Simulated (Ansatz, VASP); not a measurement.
Given: the input of a run of Ansatz 0.2.0 on MnS.

The input input.yaml:

```yaml
crystal:
  lattice:
    - [0.0, 2.6045, 2.6045]
    - [2.6045, 0.0, 2.6045]
    - [2.6045, 2.6045, 0.0]
  atoms:
    - { symbol: Mn, position: [0.0, 0.0, 0.0], spin: 4.0 }
    - { symbol: S, position: [0.5, 0.5, 0.5] }
hamiltonian:
  xc: pbe
  pseudopotentials: { kind: paw }
magnetization:
  spin_polarized: true
kpoints:
  mp_grid: { grid: [9, 9, 9] }
scf:
  occupations: { method: gaussian, width: 0.05 }
output:
  forces: true
  stress: true
  eigenvalues: true
```

Potentials or basis: Ansatz PAW.

Command:

```sh
$ ansatz run input.yaml --threads 2 --pin off --max-ram 5632MiB --backend cpu --events-out ev --progress --plain --runs-dir out
```

Problem. Translate it to VASP 6.6.1. Potentials there: VASP PAW PBE potentials, release 64 (Mn_pv, S).

Solution. As run (the cutoff follows the program's own potentials):

File run.py:

```python
from ase import Atoms
from ase.calculators.vasp import Vasp
from ase.dft.bandgap import bandgap

atoms = Atoms(
    ['Mn', 'S'],
    cell=[[0.0, 2.6045, 2.6045], [2.6045, 0.0, 2.6045], [2.6045, 2.6045, 0.0]],
    scaled_positions=[[0.0, 0.0, 0.0], [0.5, 0.5, 0.5]],
    pbc=True,
)
atoms.set_initial_magnetic_moments([4.0, 0.0])
calc = Vasp(
    directory='calc',
    xc='pbe',
    pp='PBE',
    setups='recommended',
    prec='Accurate',
    encut=520,
    ediff=1e-07,
    ismear=0,
    sigma=0.05,
    lreal=False,
    lasph=True,
    nelm=150,
    algo='Normal',
    isif=2,
    lwave=False,
    lcharg=False,
    ispin=2,
    lorbit=11,
    lmaxmix=4,
    kpts=[9, 9, 9],
    gamma=True,
)
atoms.calc = calc

print('energy (eV):', atoms.get_potential_energy())
print('free energy (eV):', atoms.get_potential_energy(force_consistent=True))
print('forces (eV/A):')
print(atoms.get_forces())
print('stress (eV/A^3, Voigt):', atoms.get_stress())
print('Fermi level (eV):', calc.get_fermi_level())
print('moment (muB):', atoms.get_magnetic_moment())
print('site moments (muB):', atoms.get_magnetic_moments())
gap, top, bottom = bandgap(calc)
print('band gap (eV):', gap, 'from (spin, k, band)', top, 'to', bottom)
```

Potentials or basis: VASP PAW PBE potentials, release 64 (Mn_pv, S).

The run is started by

```console
$ python run.py
```

Both were run:

|  | VASP | Ansatz | Ansatz less VASP |
| --- | --- | --- | --- |
| gap on the k mesh at the Fermi level (eV) | none | none | - |
| pressure (GPa) | -2.9 | -2.9 | 0.00 |
| net moment per atom (μB) | 2.36 | 2.36 | 0.000 |
| size of the moment on the site where the two differ most (μB) | 4.26 | 4.21 | -0.047 |

Site moments also hang on the region over which each program counts them. A gap of «none» marks a metal or a gap that the smearing closes. The two sets of potentials don't hold the same shells in valence.

Caveats: a cell with one magnetic atom can't hold antiferromagnetic order, which such compounds often take; semilocal functionals often make such compounds metallic where correlation or magnetic order opens a gap, which also shifts bond lengths. With open d or f shells a metallic result of PBE can be an artefact of self-interaction; +U or a hybrid may open a gap.
